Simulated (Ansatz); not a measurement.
# Si: how the settings move a single-point run

Question: which choices in the input matter for Si?

Computed with Ansatz 0.2.0 (reference: DFT, PBE, plane-wave PAW, default files, scalar-relativistic, unless a step's input says otherwise).

### Step 1. The system as given

Symmetry: Fd-3m, No. 227, cubic system. Conventional cell: a = 5.444 Å, b = 5.444 Å, c = 5.444 Å, α = 90.00°, β = 90.00°, γ = 90.00°. Si (site symmetry -43m) has 4 Si at 2.36 Å as nearest neighbours.

Coordinates:

```xyz
2
Lattice="0.0000 2.7219 2.7219 2.7219 0.0000 2.7219 2.7219 2.7219 0.0000" Properties=species:S:1:pos:R:3 pbc="T T T"
Si    4.0828    4.0828    4.0828
Si    2.7219    2.7219    2.7219
```

### Step 2. The reference run

input.yaml reads:

```yaml
crystal:
  lattice:
    - [0.0, 2.7218511865, 2.7218511865]
    - [2.7218511865, 0.0, 2.7218511865]
    - [2.7218511865, 2.7218511865, 0.0]
  atoms:
    - { symbol: Si, position: [0.75, 0.75, 0.75] }
    - { symbol: Si, position: [0.5, 0.5, 0.5] }
kpoints:
  mp_grid: { grid: [9, 9, 9] }
scf:
  occupations: { method: fermi_dirac, width: 0.05 }
hamiltonian:
  xc: pbe
  pseudopotentials: { kind: paw }
output:
  forces: true
  stress: true
  populations: true
  efg: { contact_densities: true }
```

On the command line:

```
$ ansatz run input.yaml --threads 1 --pin off --max-ram 2560MiB --backend cpu --events-out ev --progress --plain --runs-dir out
```

The main lines of its log:

```text
[...]
Basis set: ecut = 420 eV, 749 PW (Γ), exchange–correlation on 54×54×54 points (8 copies of the dense FFT grid, shifted against one another)
[...]
k-points: 35 of 729
[...]
SCF iter   1: F=—  HF=-1271.615840 eV  |F-HF|=—  |Δ(HF+E_count)|=         —  Δρ=1.18e-3  dr2=3.15e-4  ethr=1.77e-3  ⟨swp⟩=5.8  Hψ=2471  notcnv=0
preconditioner: auto → none  [insulator: Δε(μ)=0.595 eV  Ē_g=9.443 eV  σ=0.050 eV  W_gap=0.99  n_scr=8 (ndim 8)  ℏωp=16.5 eV  f_vac=0.000  D(μ)=0.00/eV (n_scr^D=0)  ε∞_Penn≈4.1]
SCF iter   2: F=—  HF=-1271.616220 eV  |F-HF|=—  |Δ(HF+E_count)|=   3.81e-4  Δρ=4.95e-4  dr2=5.18e-5  ethr=3.93e-6  ⟨swp⟩=2.2  Hψ=687  notcnv=0
[...]
SCF iter   5: F=-1271.616264 eV  HF=-1271.616264 eV  |F-HF|=7.86e-10  |Δ(HF+E_count)|=   2.55e-8  Δρ=2.30e-6  dr2=9.14e-10  ethr=1.07e-9  ⟨swp⟩=2.1  Hψ=422  notcnv=0
SCF iter   6: F=-1271.616264 eV  HF=-1271.616264 eV  |F-HF|=1.14e-12  |Δ(HF+E_count)|=  8.28e-10  Δρ=2.36e-7  dr2=1.38e-11  ethr=1.14e-11  ⟨swp⟩=1.0  Hψ=872  notcnv=0
[...]
SCF converged after 6 iterations
Free energy (F): -1271.616264 eV
[...]
E sigma→0 (E₀):  -1271.616253 eV
[...]
Fermi energy:    6.435470 eV
[...]
  P = ⅓ Tr σ = 1.3375 GPa (13.375 kbar)
[...]
```

Run time: 1.6 s. Hardware: 1 thread of Arm Neoverse V1, shared host; peak memory 0.29 GiB.

### Step 3. Changed: occupations.width 0.01

input.yaml, as its differences from that of step 2:

```diff
@@ -11,3 +11,3 @@
 scf:
-  occupations: { method: fermi_dirac, width: 0.05 }
+  occupations: { method: fermi_dirac, width: 0.01 }
 hamiltonian:
```

On the command line:

```
$ ansatz run input.yaml --threads 1 --pin off --max-ram 2560MiB --backend cpu --events-out ev --progress --plain --runs-dir out
```

Standard output (excerpt; [...] marks lines left out):

```text
Warning: RAYON_NUM_THREADS=1 ignored (pool sized by the plan → 1); use --threads N
[...]
Pseudopotentials: kind: paw
Pseudopotential: Si, paw, valence charge 4, recommended cutoff 420 eV (normal), Si.paw.azcp
Functional definition: PBE
[...]
Crystal: 2 atoms, lattice volume = 40.330 Å³
Basis set: ecut = 420 eV, 749 PW (Γ), exchange–correlation on 54×54×54 points (8 copies of the dense FFT grid, shifted against one another)
Bands: 8, of which v1, the nominal top of the filled ones, is band 4 counted from 1 (3 counted from 0)
Symmetry: 48 space group operations
Space group: Fd-3m (ITA 227), of the structure as read, at distance tolerance 3.4e-5 Å
k-points: 35 of 729
[...]
SCF iter   1: F=—  HF=-1271.615804 eV  |F-HF|=—  |Δ(HF+E_count)|=         —  Δρ=1.19e-3  dr2=3.20e-4  ethr=1.77e-3  ⟨swp⟩=6.0  Hψ=2546  notcnv=0
[...]
SCF iter   6: F=-1271.616261 eV  HF=-1271.616261 eV  |F-HF|=2.05e-12  |Δ(HF+E_count)|=   1.03e-9  Δρ=2.85e-7  dr2=1.94e-11  ethr=1.51e-11  ⟨swp⟩=1.1  Hψ=853  notcnv=0
[...]
SCF converged after 6 iterations
Free energy (F): -1271.616261 eV
[...]
E sigma→0 (E₀):  -1271.616261 eV
Fermi energy:    6.449184 eV
[...]
--- Forces (eV/Å), atoms counted from 1 ---
  atom   1  Si     0.00000000     0.00000000     0.00000000
  atom   2  Si     0.00000000     0.00000000     0.00000000
[...]
--- Stress (GPa, compression-positive) ---
        1.337724       0.000000      -0.000000
        0.000000       1.337724       0.000000
       -0.000000       0.000000       1.337724
  P = ⅓ Tr σ = 1.3377 GPa (13.377 kbar)
--- PAW observables at the nuclei: V_zz in 10²¹ V/m², potentials from the cell's mean, atoms counted from 1 ---
  atom   1  Si V_zz =    -0.000000   η = 0.0000   by run symmetry: forbidden
            electrostatic potential = -1358.400402 V   contact ρ = 12810.744276 e/Å³
  atom   2  Si V_zz =    +0.000000   η = 0.0000   by run symmetry: forbidden
            electrostatic potential = -1358.400402 V   contact ρ = 12810.744276 e/Å³
--- Band table (eV; the first three rows and the last of 35) ---
  k-point 0: bands = ["-5.7575", "6.1549", "6.1549", "6.1549", "8.7126", "8.7126", "8.7126", "9.4366"]
[...]
--- Löwdin populations: 2 sites ---
  site symbol       q [e]
     0     Si      3.9628
     1     Si      3.9628
  spilling = 0.009295 (of n_electrons = 8.000000)
```

It took 1.7 s on 1 thread of Arm Neoverse V1, shared host; peak memory 0.29 GiB.

Changing the smearing leaves the energy as it was (0.0 meV/atom).

### Step 4. Comparison

| run | ending | energy change | pressure (GPa) | gap (eV) | force (eV/Å) | cycles | time |
| --- | --- | --- | --- | --- | --- | --- | --- |
| reference | converged | 0 | 1.3 | 0.60 | 0.00 | 6 | 1.6 s |
| 1: occupations.width 0.01 | converged | 0.0 meV/atom (σ→0) | 1.3 | 0.60 | 0.00 | 6 | 1.7 s |

Residual by cycle in the longest SCF loop of each run; runs are numbered as in the table. The quantity is the density residual dr2, in eV.

| cycle | reference | run 1 |
| --- | --- | --- |
| 1 | 3.2e-4 | 3.2e-4 |
| 2 | 5.2e-5 | 5.1e-5 |
| 3 | 2.1e-6 | 2.3e-6 |
| 4 | 8.6e-8 | 9.2e-8 |
| 5 | 9.1e-10 | 1.2e-9 |
| 6 | 1.4e-11 | 1.9e-11 |

**Reading.** Changing the smearing hardly moves the energy: 0.0 meV/atom.

These are semilocal Kohn-Sham gaps, which aren't the measured quantity. Such gaps usually fall short of the measured ones.
